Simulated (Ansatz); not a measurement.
## SiO₂: O-17 nuclear quadrupole resonance

Cell: a COD entry (perhaps calculated rather than measured) whose atoms were relaxed with PBE, the cell held.

```cif
data_SiO2
_symmetry_space_group_name_H-M 'P4_32_12'
_symmetry_Int_Tables_number 96
_cell_length_a 4.9329
_cell_length_b 4.9329
_cell_length_c 6.4645
_cell_angle_alpha 90.000
_cell_angle_beta 90.000
_cell_angle_gamma 90.000
loop_
_atom_site_label
_atom_site_type_symbol
_atom_site_symmetry_multiplicity
_atom_site_Wyckoff_symbol
_atom_site_fract_x
_atom_site_fract_y
_atom_site_fract_z
Si Si 4 a 0.8169 0.8169 0.5000
O O 8 b 0.2693 0.3637 0.8000
```

One atom of each set is listed.

All values are calculated (Ansatz; DFT, r2SCAN, plane waves and PAW (field gradients read without the response of the frozen cores, which leaves them typically 4 to 6 % off), scalar-relativistic, 500 eV cutoff, Γ-centred 4×4×3 k-points, Fermi–Dirac smearing 0.02 eV), not measured.

O-17: I = 5/2, Q = -25.58 mb (year-2017 value). Static lattice, zero field.

(1) At which frequencies do the O-17 NQR lines lie?

Answers

(1) For I = 5/2 and η = 0 the lines are 3|C_Q|/20 and twice that; η pulls their ratio below 2.

| site | atoms | V_zz (10²¹ V/m²) | C_Q (MHz) | η | line frequencies (MHz) |
| --- | --- | --- | --- | --- | --- |
| O | 8 | 9.27 | -5.73 | 0.32 | 0.954, 1.69 |

At O V_zz runs parallel to the line that joins its two neighbours (within 2°).

The largest force is 0.4 eV/Å, so the atoms aren't at the calculated equilibrium and relaxing them would move these values. The cell is 8 % smaller than that of α-cristobalite at ambient conditions, so the entry probably stands for a crystal under pressure.

Hardware: 1 thread of Intel Xeon Platinum 8375C CPU @ 2.90GHz (Ice Lake) (x86_64; 16 cores open to the job, memory cap 3.0 GiB, no GPU), a shared host with a load of 0.6 a core. Wall time 19 s, CPU time 19 s, peak memory 0.64 GiB.
